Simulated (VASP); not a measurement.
Here is a VASP 6.6.1 calculation.

POSCAR

```
MoS2
1.0
    3.2202374489      0.0000000000      0.0000000000
   -1.6101187245      2.7888074370      0.0000000000
    0.0000000000      0.0000000000      5.9450268340
Mo S
1 2
Direct
    0.0000000000      0.0000000000      0.0000000000
    0.3333333333      0.6666666667      0.2600310814
    0.6666666667      0.3333333333      0.7399689186
```

INCAR.step1

```
ALGO     = Normal         # electronic algorithm
EDIFF    = 1E-4           # SCF threshold, eV
ENCUT    = 520            # plane-wave cutoff, eV
GGA      = PE             # functional
ISMEAR   = -1             # smearing method
LASPH    = T              # aspherical terms in the spheres
LCHARG   = F              # write CHGCAR
LREAL    = F              # projectors in reciprocal space
LWAVE    = T              # write WAVECAR
NBANDS   = 20             # bands
NELM     = 100            # most SCF steps
PREC     = Accurate       # precision mode
SIGMA    = 0.02           # smearing width, eV
```

INCAR.step2

```
ALGO     = Normal         # electronic algorithm
EDIFF    = 1E-7           # SCF threshold, eV
ENCUT    = 520            # plane-wave cutoff, eV
ISIF     = 2              # what is computed and relaxed
ISMEAR   = -1             # smearing method
ISTART   = 1            
LASPH    = T              # aspherical terms in the spheres
LCHARG   = F              # write CHGCAR
LMIXTAU  = T            
LREAL    = F              # projectors in reciprocal space
LWAVE    = F              # write WAVECAR
METAGGA  = R2SCAN         # meta-GGA
NBANDS   = 20             # bands
NELM     = 100            # most SCF steps
PREC     = Accurate       # precision mode
SIGMA    = 0.02           # smearing width, eV
```

File KPOINTS:

```
k-points
0
Gamma
  6 6 4
```

Potentials or basis: VASP PAW PBE potentials, release 64 (Mo_sv, S).

The run is started by

```bash
$ cat potpaw_PBE.64/Mo_sv/POTCAR potpaw_PBE.64/S/POTCAR > POTCAR
$ cp INCAR.step1 INCAR
$ mpirun -np 1 vasp_std > vasp.out
$ cp INCAR.step2 INCAR
$ mpirun -np 1 vasp_std > vasp.out
```

Problem. Estimate the largest force.

Solution. 0.085 eV/Å.

Problem. What does it give for the pressure?

Solution. 1.3 GPa.

Stress tensor (GPa, compression positive):
```
1.16 0.00 0.00
0.00 1.16 0.00
0.00 0.00 1.53
```

Caveat: the k mesh is coarse (spacing up to 0.38 Å⁻¹), so the values aren't converged; the PAW data sets were made with another functional, which shifts forces and pressure a little.
